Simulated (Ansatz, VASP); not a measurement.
One calculation of AlN, two programs

The input INCAR:

```
SYSTEM = AlN
PREC = Accurate ; ENCUT = 520
EDIFF = 1E-6 ; ISMEAR = 0
SIGMA = 0.05 ; LREAL = .FALSE.
LASPH = .TRUE. ; NELM = 100
ALGO = Normal ; ISIF = 2
LWAVE = .FALSE. ; LCHARG = .FALSE.
GGA = PE ; NBANDS = 16
```

File KPOINTS:

```
regular mesh
0
G
  9 9 6
  0 0 0
```

File POSCAR:

```
AlN
1.0
    3.4792000000      0.0000000000      0.0000000000
   -1.7396000000      3.0130755848      0.0000000000
    0.0000000000      0.0000000000      4.6901000000
Al N
2 2
Direct
    0.3333333333      0.6666666667      0.7500000000
    0.6666666667      0.3333333333      0.2500000000
    0.3333333333      0.6666666667      0.2500000000
    0.6666666667      0.3333333333      0.7500000000
```

Input for Ansatz:

```yaml
crystal:
  lattice:
    - [3.4792, 0.0, 0.0]
    - [-1.7396, 3.0130755848, 0.0]
    - [0.0, 0.0, 4.6901]
  atoms:
    - { symbol: Al, position: [0.3333333333, 0.6666666667, 0.75] }
    - { symbol: Al, position: [0.6666666667, 0.3333333333, 0.25] }
    - { symbol: "N", position: [0.3333333333, 0.6666666667, 0.25] }
    - { symbol: "N", position: [0.6666666667, 0.3333333333, 0.75] }
basis:
  ecutwfc: 520.0
kpoints:
  mp_grid: { grid: [9, 9, 6] }
hamiltonian:
  xc: pbe
  pseudopotentials: { kind: paw, azcp: { folder: soft_1 } }
scf:
  occupations: { method: gaussian, width: 0.05 }
output:
  forces: true
  stress: true
  eigenvalues: true
```

Alike in both runs: task single point; functional PBE; k mesh 9 × 9 × 6; occupations gaussian, width 0.05 eV; no spin polarisation.

```csv
,VASP,Ansatz
version,VASP 6.6.1,Ansatz 0.2.0
potentials or method,"VASP PAW PBE potentials, release 64 (Al, N)","scalar-relativistic, plane waves, PAW"
plane-wave cutoff (eV),520,520
valence electrons in the cell,16,16
```

```csv
,VASP,Ansatz,Ansatz less VASP
gap on the k mesh at the Fermi level (eV),1.48,1.48,-0.003
least direct gap on the mesh (eV),1.48,1.48,-0.003
pressure (GPa),-27.0,-26.9,+0.09
largest component of the traceless stress (GPa),3.95,3.91,-0.042
```

Caveats: so large a pressure means that the cell lies far from this level's equilibrium, or that cutoff or potentials fall short (VASP). PBE gaps usually lie below the measured ones, often by a third to a half.
